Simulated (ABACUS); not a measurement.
Input of an ABACUS 3.10.1 run:

The input INPUT:

```
INPUT_PARAMETERS
suffix              BaTe
calculation         scf
basis_type          pw
pseudo_dir          ./
symmetry            1
dft_functional      pbe
ecutwfc             83
pseudo_rcut         10
nspin               1
nbands              17
ks_solver           dav
smearing_method     fd
smearing_sigma      0.00367493
scf_thr             1e-08
scf_nmax            100
mixing_type         broyden
mixing_beta         0.7
cal_force           1
cal_stress          1
kpar                4
```

Contents of STRU:

```
ATOMIC_SPECIES
Ba 137.3270 Ba.upf
Te 127.6000 Te.upf

LATTICE_CONSTANT
1.8897261246

LATTICE_VECTORS
0.0000000000 3.4100000000 3.4100000000
3.4100000000 0.0000000000 3.4100000000
3.4100000000 3.4100000000 0.0000000000

ATOMIC_POSITIONS
Direct

Ba
0.0
1
0.0000000000 0.0000000000 0.0000000000 1 1 1

Te
0.0
1
0.5000000000 0.5000000000 0.5000000000 1 1 1
```

KPT

```
K_POINTS
0
Gamma
7 7 7 0 0 0
```

Potentials or basis: PseudoDojo NC SR 0.4.1 PBE standard, plane waves.

Run with:

```console
$ OMP_NUM_THREADS=1 mpirun -np 4 abacus > log
```

(1) Predict the band gap on the k mesh.

(2) What does it give for the pressure?

## Answers

(1) 1.42 eV, indirect (least direct gap 1.79 eV).

(2) 4.0 GPa.

Caveat: this release of the barium file is off; spin-orbit coupling is left out, which moves the levels of the heavy elements; an odd mesh through Γ misses points on the zone boundary, where band edges often lie.
